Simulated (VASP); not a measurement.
# NbP in VASP: a series of runs

Runs on NbP. Level: PBE. Tasks: single point.

All numbers are computed with VASP 6.6.1; they aren't measurements. Logs are shortened: lines on timing, memory, paths and dates and some standing lists are left out, and cuts for length are marked.

## (1) Starting point

The cell holds a slab with vacuum, 6 atoms: a = 3.325 Å, b = 3.325 Å, c = 11.690 Å, α = 90.00°, β = 90.00°, γ = 90.00°.

## (2) Single point, PBE

INCAR

```
PREC     = Accurate       # precision mode
ENCUT    = 400            # plane-wave cutoff, eV
EDIFF    = 1E-7           # SCF threshold, eV
ISMEAR   = 1              # smearing method
SIGMA    = 0.1            # smearing width, eV
LREAL    = False          # projectors in reciprocal space
LASPH    = True           # aspherical terms in the spheres
NELM     = 120            # most SCF steps
ALGO     = Normal         # electronic algorithm
ISIF     = 2              # what is computed and relaxed
LWAVE    = False          # write WAVECAR
LCHARG   = False          # write CHGCAR
LDIPOL   = True         
IDIPOL   = 3            
DIPOL    = 0.5 0.5 0.500
GGA      = PE             # functional
NBANDS   = 41             # bands
LVHAR    = True         
LVACPOTAV= True
```

KPOINTS

```
regular mesh
0
Gamma
  15 15 1
```

POSCAR

```
NbP
1.0
    3.3250000000      0.0000000000      0.0000000000
    0.0000000000      3.3250000000      0.0000000000
    0.0000000000      0.0000000000     11.6900000000
Nb P
3 3
Direct
    0.5000000000      0.5000000000      0.2566295979
    0.0000000000      0.5000000000      0.5000000000
    0.0000000000      0.0000000000      0.7433704021
    0.0000000000      0.0000000000      0.2566295979
    0.5000000000      0.0000000000      0.5000000000
    0.5000000000      0.5000000000      0.7433704021
```

Potentials or basis: VASP PAW PBE potentials, release 64 (Nb_sv, P).

On the command line:

```sh
cat potpaw_PBE.64/Nb_sv/POTCAR potpaw_PBE.64/P/POTCAR > POTCAR
mpirun -np 1 vasp_std > vasp.out
```

OUTCAR:

```text
PREC = Accurate
   ENCUT = 400
   EDIFF = 1E-7
   ISMEAR = 1
   LREAL = False
   LASPH = True
   NELM = 120
   ISIF = 2
   GGA = PE

 Found     36 irreducible k-points:

 Following reciprocal coordinates:
            Coordinates               Weight
  0.000000  0.000000  0.000000      1.000000
  0.066667  0.000000  0.000000      4.000000
  0.133333  0.000000  0.000000      4.000000
  0.200000  0.000000  0.000000      4.000000
  0.266667  0.000000  0.000000      4.000000
  0.333333  0.000000  0.000000      4.000000
   k-points           NKPTS =     36   k-points in BZ     NKDIM =     36   number of bands    NBANDS=     41
   number of dos      NEDOS =    301   number of ions     NIONS =      6
   total plane-waves  NPLWV =  46080
   dimension x,y,z NGX =    24 NGY =   24 NGZ =   80
   dimension x,y,z NGXF=    48 NGYF=   48 NGZF=  160
   ions per type =               3   3
   NGX,Y,Z   is equivalent  to a cutoff of  12.00, 12.00, 11.38 a.u.
   NGXF,Y,Z  is equivalent  to a cutoff of  24.00, 24.00, 22.75 a.u.
 SYSTEM =  unknown system
   PREC   = accura    normal or accurate (medium, high low for compatibility)
   ISTART =      0    job   : 0-new  1-cont  2-samecut
   ICHARG =      2    charge: 1-file 2-atom 10-const
   ISPIN  =      1    spin polarized calculation?
   LNONCOLLINEAR =      F non collinear calculations
   LSORBIT =      F    spin-orbit coupling
   LASPH  =      T    aspherical Exc in radial PAW
   ENCUT  =  400.0 eV  29.40 Ry    5.42 a.u.   5.42  5.42 19.06*2*pi/ulx,y,z
   NELM   =    120;   NELMIN=  2; NELMDL= -5     # of ELM steps
   EDIFF  = 0.1E-06   stopping-criterion for ELM
   LREAL  =      F    real-space projection
   EDIFFG = 0.1E-05   stopping-criterion for IOM
   NSW    =      0    number of steps for IOM
   IBRION =     -1    ionic relax: 0-MD 1-quasi-New 2-CG
   NFREE  =      0    steps in history (QN), initial steepest desc. (CG)
   ISIF   =      2    stress and relaxation
   ISYM   =      2    0-nonsym 1-usesym 2-fastsym
   POTIM  = 0.5000    time-step for ionic-motion
   TEBEG  =    0.0;   TEEND  =   0.0 temperature during run
   PSTRESS=    0.0 pullay stress
   NELECT =      54.0000    total number of electrons
   NUPDOWN=      -1.0000    fix difference up-down
   EMIN   =  10.00;   EMAX   =-10.00  energy-range for DOS
   EFERMI =   0.00;   METHOD = LEGACY
   ISMEAR =     1;   SIGMA  =   0.10  broadening in eV -4-tet -1-fermi 0-gaus
   EFERMI_NEDOS =   21; number of points for ismear=-14 and -15
   IALGO  =     38    algorithm
   IMIX   =      4    mixing-type and parameters
     AMIX     =   0.40;   BMIX     =  1.00
     AMIX_MAG =   1.60;   BMIX_MAG =  1.00
  volume/ion in A,a.u.               =      21.54       145.36
  Fermi-wavevector in a.u.,A,eV,Ry     =   1.223884  2.312805 20.380048  1.497891
  Thomas-Fermi vector in A             =   2.358978
   LORBIT       =      0    0 simple, 1 ext, 2 COOP (PROOUT), +10 PAW based schemes
   GGA     = PE    functional components
   LHFCALC =     F    Hartree Fock is set to
   AEXX    =    0.0000 exact exchange contribution
   IVDW    =     0    specifies the selected vdW correction
   LEPSILON=     F    determine dielectric tensor
   LRPA    =     F    only Hartree local field effects (RPA)
 non-spin polarized calculation
 Methfessel and Paxton  Order N= 1 SIGMA  =   0.10
  energy-cutoff  :      400.00
  volume of cell :      129.24
 maximum number of plane-waves:      2375
 NGX is ok and might be reduce to    24
   NGX = 11   NGY = 11   NGZ = 39

 dipolmoment           0.000000      0.000000      0.000000 electrons x Angstroem

 number of electron      54.0000005 magnetization

 dipolmoment           0.000000      0.000000     -0.000000 electrons x Angstroem

 Free energy of the ion-electron system (eV)
  ---------------------------------------------------
  ext. energy  EPLUGINS =         0.00000000
  ---------------------------------------------------
  free energy    TOTEN  =       -46.77559133 eV

  energy without entropy =      -46.77338244  energy(sigma->0) =      -46.77485503

 E-fermi :   7.3572     XC(G=0):  -9.7206

 val. band max:        7.3522684012   @ k =   0.2000   0.0667   0.0000
 cond. band min:       7.3583576740   @ k =   0.2000   0.2000   0.0000
 fundamental gap:      0.0060892729
 Fermi energy:         7.3571961034

 k-point     1 :       0.0000    0.0000    0.0000
  band No.  band energies     occupation
      1     -47.8827      2.00000
      2     -47.8807      2.00000
      3     -47.7882      2.00000
      4     -24.0413      2.00000
      5     -24.0413      2.00000
      6     -24.0158      2.00000
[... 31 lines left out ...]
     38       9.2251     -0.00000
     39      10.1855      0.00000

 k-point     2 :       0.0667    0.0000    0.0000
  band No.  band energies     occupation
      1     -47.8817      2.00000
      2     -47.8798      2.00000
      3     -47.7873      2.00000
      4     -24.0563      2.00000
      5     -24.0397      2.00000
      6     -24.0312      2.00000
[... 31 lines left out ...]
     38       9.4153      0.00000
     39      10.3049      0.00000

 k-point     3 :       0.1333    0.0000    0.0000
  band No.  band energies     occupation
      1     -47.8789      2.00000
      2     -47.8771      2.00000
      3     -47.7847      2.00000
      4     -24.0987      2.00000
      5     -24.0737      2.00000
      6     -24.0350      2.00000
[... 31 lines left out ...]
     38       9.7480      0.00000
     39      10.5545      0.00000

 k-point     4 :       0.2000    0.0000    0.0000
  band No.  band energies     occupation
      1     -47.8748      2.00000
      2     -47.8731      2.00000
      3     -47.7809      2.00000
      4     -24.1603      2.00000
      5     -24.1348      2.00000
      6     -24.0790      2.00000
[... 31 lines left out ...]
     38      10.8067      0.00000
     39      11.0453      0.00000

 k-point     5 :       0.2667    0.0000    0.0000
  band No.  band energies     occupation
      1     -47.8700      2.00000
      2     -47.8686      2.00000
      3     -47.7765      2.00000
      4     -24.2300      2.00000
      5     -24.2036      2.00000
      6     -24.1496      2.00000
[... 31 lines left out ...]
     38      12.0679      0.00000
     39      12.1754      0.00000

 k-point     6 :       0.3333    0.0000    0.0000
  band No.  band energies     occupation
      1     -47.8654      2.00000
      2     -47.8642      2.00000
      3     -47.7723      2.00000
      4     -24.2958      2.00000
      5     -24.2683      2.00000
      6     -24.2164      2.00000
[... 31 lines left out ...]
     38      13.1156      0.00000
     39      13.2324      0.00000

 [... further k-points ...]

 [bands above 39 left out]

------------------------ aborting loop because EDIFF is reached ----------------------------------------

  FORCE on cell =-STRESS in cart. coord.  units (eV):
  Direction    XX          YY          ZZ          XY          YZ          ZX
  --------------------------------------------------------------------------------------
  -------------------------------------------------------------------------------------
  Total       17.9526232     17.9526232     -5.5035368      0.0000000      0.0000000      0.0000000
  in kB      222.5567078    222.5567078    -68.2267438      0.0000000      0.0000000      0.0000000
  external PRESSURE =     125.6288906 kB  Pullay stress =       0.0000000 kB

 VOLUME and BASIS-vectors are now :
 -----------------------------------------------------------------------------
  energy-cutoff  :      400.00
  volume of cell :      129.24
      direct lattice vectors                 reciprocal lattice vectors
     3.325000000  0.000000000  0.000000000     0.300751880  0.000000000  0.000000000
     0.000000000  3.325000000  0.000000000     0.000000000  0.300751880  0.000000000
     0.000000000  0.000000000 11.690000000     0.000000000  0.000000000  0.085543199

 POSITION                                       TOTAL-FORCE (eV/Angst)
 -----------------------------------------------------------------------------------
      1.66250      1.66250      3.00000         0.000000      0.000000      0.937756
      0.00000      1.66250      5.84500         0.000000      0.000000      0.000000
      0.00000      0.00000      8.69000         0.000000      0.000000     -0.937756
      0.00000      0.00000      3.00000         0.000000      0.000000     -0.001198
      1.66250      0.00000      5.84500         0.000000      0.000000      0.000000
      1.66250      1.66250      8.69000         0.000000      0.000000      0.001198
 -----------------------------------------------------------------------------------
    total drift:                                0.000000     -0.000000     -0.000000

  FREE ENERGIE OF THE ION-ELECTRON SYSTEM (eV)
  ---------------------------------------------------
  free  energy   TOTEN  =       -46.7755913323 eV

  energy  without entropy=      -46.7733824383  energy(sigma->0) =      -46.77485503
```

Wall time 1.7 min (1 thread of Intel Xeon Platinum 8488C (Sapphire Rapids), shared host); peak memory 0.25 GiB.

The run converged, but some of its settings lie outside the range that counts as converged, so its numbers aren't taken as properties of the slab.

Results:

* Free energy: -46.7756 eV
* Largest force: 0.938 eV/Å
* Band gap on the k mesh: none (metal or under the smearing width)

## (3) Single point, PBE

This run uses another cell than the first one, of 38.12 Å³/atom, 1.770 times its volume.

INCAR is that of step 2.

KPOINTS

```
regular mesh
0
Gamma
  10 10 1
```

POSCAR

```
NbP
1.0
    3.3250000000      0.0000000000      0.0000000000
    0.0000000000      3.3250000000      0.0000000000
    0.0000000000      0.0000000000     20.6900000000
Nb P
3 3
Direct
    0.5000000000      0.5000000000      0.3624939584
    0.0000000000      0.5000000000      0.5000000000
    0.0000000000      0.0000000000      0.6375060416
    0.0000000000      0.0000000000      0.3624939584
    0.5000000000      0.0000000000      0.5000000000
    0.5000000000      0.5000000000      0.6375060416
```

Potentials or basis: VASP PAW PBE potentials, release 64 (Nb_sv, P).

On the command line:

```sh
cat potpaw_PBE.64/Nb_sv/POTCAR potpaw_PBE.64/P/POTCAR > POTCAR
mpirun -np 1 vasp_std > vasp.out
```

Run time: 2.4 min. Hardware: 1 thread of Intel Xeon Platinum 8488C (Sapphire Rapids), shared host; peak memory 0.32 GiB.

These settings aren't checked as converged: the numbers below hold their error.

What came out:

| Item | Value |
| --- | --- |
| Free energy | -46.7801 eV |
| Largest force | 1.021 eV/Å |
| Band gap on the k mesh | none (metal or under the smearing width) |
| Work function of the upper face | 3.91 eV |
| Work function of the lower face | 3.91 eV |

## (4) Single point, PBE

This run uses another cell than the first one, of 32.60 Å³/atom, 1.513 times its volume.

INCAR: that of step 3 with these lines changed.

```diff
@@ -4,3 +4,3 @@
 ISMEAR   = 1              # smearing method
-SIGMA    = 0.1            # smearing width, eV
+SIGMA    = 0.02           # smearing width, eV
 LREAL    = False          # projectors in reciprocal space
```

KPOINTS

```
regular mesh
0
Gamma
  12 12 1
```

POSCAR

```
NbP
1.0
    3.3250000000      0.0000000000      0.0000000000
    0.0000000000      3.3250000000      0.0000000000
    0.0000000000      0.0000000000     17.6900000000
Nb P
3 3
Direct
    0.5000000000      0.5000000000      0.3391746750
    0.0000000000      0.5000000000      0.5000000000
    0.0000000000      0.0000000000      0.6608253250
    0.0000000000      0.0000000000      0.3391746750
    0.5000000000      0.0000000000      0.5000000000
    0.5000000000      0.5000000000      0.6608253250
```

On the command line:

```sh
cat potpaw_PBE.64/Nb_sv/POTCAR potpaw_PBE.64/P/POTCAR > POTCAR
mpirun -np 1 vasp_std > vasp.out
```

It took 2.3 min on 1 thread of Intel Xeon Platinum 8488C (Sapphire Rapids), shared host; peak memory 0.3 GiB.

These settings aren't checked as converged: the numbers below hold their error.

Results:

```yaml
Free_energy: -46.7847 eV
Largest_force: 0.994 eV/Å
Band_gap_on_the_k_mesh: none (metal or under the smearing width)
Work_function_of_the_upper_face: 3.87 eV
Work_function_of_the_lower_face: 3.87 eV
```

## (5) Single point, PBE

This run uses another cell than the first one, of 43.65 Å³/atom, 2.027 times its volume.

INCAR: that of step 4 with these lines changed.

```diff
@@ -4,3 +4,3 @@
 ISMEAR   = 1              # smearing method
-SIGMA    = 0.02           # smearing width, eV
+SIGMA    = 0.1            # smearing width, eV
 LREAL    = False          # projectors in reciprocal space
```

KPOINTS

```
regular mesh
0
Gamma
  10 10 1
```

POSCAR

```
NbP
1.0
    3.3250000000      0.0000000000      0.0000000000
    0.0000000000      3.3250000000      0.0000000000
    0.0000000000      0.0000000000     23.6900000000
Nb P
3 3
Direct
    0.5000000000      0.5000000000      0.3799071338
    0.0000000000      0.5000000000      0.5000000000
    0.0000000000      0.0000000000      0.6200928662
    0.0000000000      0.0000000000      0.3799071338
    0.5000000000      0.0000000000      0.5000000000
    0.5000000000      0.5000000000      0.6200928662
```

On the command line:

```sh
cat potpaw_PBE.64/Nb_sv/POTCAR potpaw_PBE.64/P/POTCAR > POTCAR
mpirun -np 1 vasp_std > vasp.out
```

Wall time 2.8 min (1 thread of Intel Xeon Platinum 8488C (Sapphire Rapids), shared host); peak memory 0.35 GiB.

The run converged, but some of its settings lie outside the range that counts as converged, so its numbers aren't taken as properties of the slab.

What came out:

- Free energy: -46.7808 eV
- Largest force: 1.021 eV/Å
- Band gap on the k mesh: none (metal or under the smearing width)
- Work function of the upper face: 3.91 eV
- Work function of the lower face: 3.91 eV
